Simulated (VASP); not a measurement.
SiC (Moissanite 6H):

```
CELL_PARAMETERS angstrom
3.09500 0.00000 0.00000
-1.54750 2.68035 0.00000
0.00000 0.00000 15.17000
ATOMIC_POSITIONS crystal
Si 0.00000 0.00000 0.12500
Si 0.00000 0.00000 0.62500
Si 0.33333 0.66667 0.29170
Si 0.66667 0.33333 0.79170
Si 0.33333 0.66667 0.95830
Si 0.66667 0.33333 0.45830
C 0.00000 0.00000 0.00000
C 0.00000 0.00000 0.50000
C 0.33333 0.66667 0.16670
C 0.66667 0.33333 0.66670
C 0.33333 0.66667 0.83330
C 0.66667 0.33333 0.33330
```

- Program: VASP 6.6.1
- Task: relaxation of cell and atoms
- Functional: PBE
- Dispersion: D3(BJ)
- Potentials or basis: VASP PAW PBE potentials, release 64 (Si, C)
- Cutoff: 600 eV
- k mesh: 12 × 12 × 2
- Occupations: gaussian, width 0.03 eV
- Spin: no spin polarisation

At the start: pressure -4.5 GPa; volume 10.49 Å³/atom.

Where does the relaxation end?

Over 7 steps the energy falls by 3.2 meV/atom and the volume is 10.27 Å³/atom (-2.1 %); space group P6_3mc (No. 186, to 0.05 Å).

Step by step:
| step | energy change (eV) | largest force (eV/Å) | pressure (GPa) | volume (Å³) |
| --- | --- | --- | --- | --- |
| 1 | 0.0000 | 0.1416 | -4.50 | 125.85 |
| 2 | 0.0029 | 0.1202 | 5.02 | 120.56 |
| 3 | -0.0387 | 0.0268 | -0.01 | 123.21 |
| 4 | -0.0387 | 0.0285 | 0.08 | 123.16 |
| 5 | -0.0388 | 0.0144 | 0.10 | 123.15 |
| 6 | -0.0388 | 0.0152 | 0.10 | 123.15 |
| 7 | -0.0388 | 0.0078 | -0.08 | 123.25 |

Final structure:
```xyz
12
Lattice="3.0724 0.0000 0.0000 -1.5362 2.6607 0.0000 0.0000 0.0000 15.0768" Properties=species:S:1:pos:R:3 pbc="T T T"
Si    0.0000    0.0000    1.8851
Si    3.0724    0.0000    9.4235
Si    0.0000    1.7738    4.3999
Si    1.5362    0.8869   11.9383
Si    0.0000    1.7738   14.4482
Si    1.5362    0.8869    6.9098
C     1.5362    2.6607   15.0719
C     3.0724    0.0000    7.5335
C     0.0000    1.7738    2.5153
C     1.5362    0.8869   10.0537
C     0.0000    1.7738   12.5637
C     1.5362    0.8869    5.0253
```
